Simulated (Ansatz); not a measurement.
This log comes from Ansatz, run on a 4-atom cell of O (P2/c) from a materials database. The starting cell comes from a relaxation with PBE-D3(BJ).

The cell given to it:
```
CELL_PARAMETERS angstrom
4.34858 0.00000 0.07082
0.00000 4.31070 0.00000
-1.05977 0.00000 2.89350
ATOMIC_POSITIONS crystal
O 0.35214 0.67169 0.68142
O 0.64786 0.67169 0.81858
O 0.64786 0.32831 0.31858
O 0.35214 0.32831 0.18142
```

Abridged output:
```
Pseudopotential: O, paw, valence charge 6, recommended cutoff 500 eV (meta_gga)
Functional definition: r2SCAN+rVV10
Crystal: 4 atoms, lattice volume = 54.563 Å³
Basis set: ecut = 500 eV, 1397 PW (Γ)
Bands: 16, of which v1, the nominal top of the filled ones, is band 12 counted from 1 (11 counted from 0)
Symmetry: 4 space group operations
Space group: P2/c (ITA 13)
k-points: 104 of 288
rVV10 density: all electrons in the spheres
preconditioner: auto → none  [insulator: Δε(μ)=1.106 eV  σ=0.020 eV  ℏωp=24.6 eV]
relax step 1: F+E_penalty+E_count = -2262.26667516 eV  max|allowed force component| = 6.807e-1 eV/Å  Δτ_max = 0.0000 Å  P = -3.794 GPa  Ω = 54.563 Å³
relax step 2: F+E_penalty+E_count = -2262.31510413 eV  max|allowed force component| = 1.676e-1 eV/Å  Δτ_max = 0.0321 Å  P = -1.745 GPa  Ω = 50.104 Å³
relax step 3: F+E_penalty+E_count = -2262.33610812 eV  max|allowed force component| = 2.954e-1 eV/Å  Δτ_max = 0.0368 Å  P = +1.513 GPa  Ω = 45.056 Å³
relax step 4: F+E_penalty+E_count = -2262.33889242 eV  max|allowed force component| = 9.517e-2 eV/Å  Δτ_max = 0.0130 Å  P = +0.652 GPa  Ω = 44.802 Å³
relax step 5: F+E_penalty+E_count = -2262.34030079 eV  max|allowed force component| = 2.706e-2 eV/Å  Δτ_max = 0.0099 Å  P = +0.033 GPa  Ω = 45.527 Å³
relax step 6: F+E_penalty+E_count = -2262.34124871 eV  max|allowed force component| = 3.588e-2 eV/Å  Δτ_max = 0.0073 Å  P = +0.091 GPa  Ω = 45.040 Å³
relax step 7: F+E_penalty+E_count = -2262.34136625 eV  max|allowed force component| = 2.968e-3 eV/Å  Δτ_max = 0.0046 Å  P = -0.011 GPa  Ω = 45.084 Å³
relax step 8: F+E_penalty+E_count = -2262.33273279 eV  max|allowed force component| = 8.456e-3 eV/Å  Δτ_max = 0.0000 Å  P = +0.085 GPa  Ω = 45.084 Å³  (SCF on a basis re-selected at this cell)
relax step 9: F+E_penalty+E_count = -2262.33266679 eV  max|allowed force component| = 8.513e-4 eV/Å  Δτ_max = 0.0021 Å  P = +0.004 GPa  Ω = 45.211 Å³
relax step 10: F+E_penalty+E_count = -2262.33276669 eV  max|allowed force component| = 1.049e-3 eV/Å  Δτ_max = 0.0000 Å  P = +0.003 GPa  Ω = 45.211 Å³  (SCF on a basis re-selected at this cell)
SCF converged after 4 iterations
Free energy (F): -2262.332767 eV
Fermi energy:    2.278790 eV
--- Per-component energies (eV) ---
  E_band       = -213.674082
  E_kinetic    = 689.520015
  E_local      = -1832.040247
  E_nonlocal   = 190.932362
  E_hartree    = 632.072409
  E_xc         = -284.376898
  E_vxc        = -413.626476
  E_paw        = -634.791791
  E_vpaw       = -141.235323
  E_vtau       = 28.628015
  E_ewald      = -1023.523682
  E_core_change = -0.127764
--- Forces (eV/Å), atoms counted from 1 ---
  atom   1  O       0.00105    -0.00023      0.00005
  atom   2  O     -0.00105    -0.00023    -0.00005
  atom   3  O     -0.00105      0.00023    -0.00005
  atom   4  O       0.00105      0.00023      0.00005
--- Stress (GPa, compression-positive) ---
        0.000856       0.000000      -0.007008
        0.000000       0.008364       0.000000
       -0.007009       0.000000      -0.001704
  P = ⅓ Tr σ = 0.0025 GPa (0.025 kbar)
--- Relaxed structure (8 steps of the walk, 8 accepted, 2 SCFs on fresh bases) ---
  F+E_penalty+E_count = -2262.33276669 eV   max|allowed force component| = 1.049e-3 eV/Å
  cell:  # Å, volume = 45.2109 Å³
    - [4.042228, 0.000000, -0.051098]
    - [0.000000, 4.026160, 0.000000]
    - [-1.064567, 0.000000, 2.791453]
  atoms:
    - { symbol: O, position: [0.339864, 0.684202, 0.670238] }
    - { symbol: O, position: [0.660136, 0.684202, 0.829762] }
    - { symbol: O, position: [0.660136, 0.315798, 0.329762] }
    - { symbol: O, position: [0.339864, 0.315798, 0.170238] }
```

Problem. Which of these blocks stood in the input: relax, gw, phonons, dielectric, magnetization (spin_orbit)?

Solution. relax. The relax steps with a changing cell volume need the relax block with cell.

Problem. Which k mesh was typed?

Solution. 6×6×8, Γ-centred. This is one of several that fit.

Problem. How were the bands filled?

Solution. With smearing of width σ = 0.02 eV (Fermi-Dirac in this run).

Command: `ansatz run input.yaml --threads 2 --pin off --max-ram 2211MiB --backend cpu --events-out ev --progress --plain --runs-dir out`. It took 59 s on 2 threads of Arm Neoverse V2, on a shared host, load about 1.0 per core; peak host memory 0.56 GiB.

No spin polarisation and no zero-point or thermal motion.
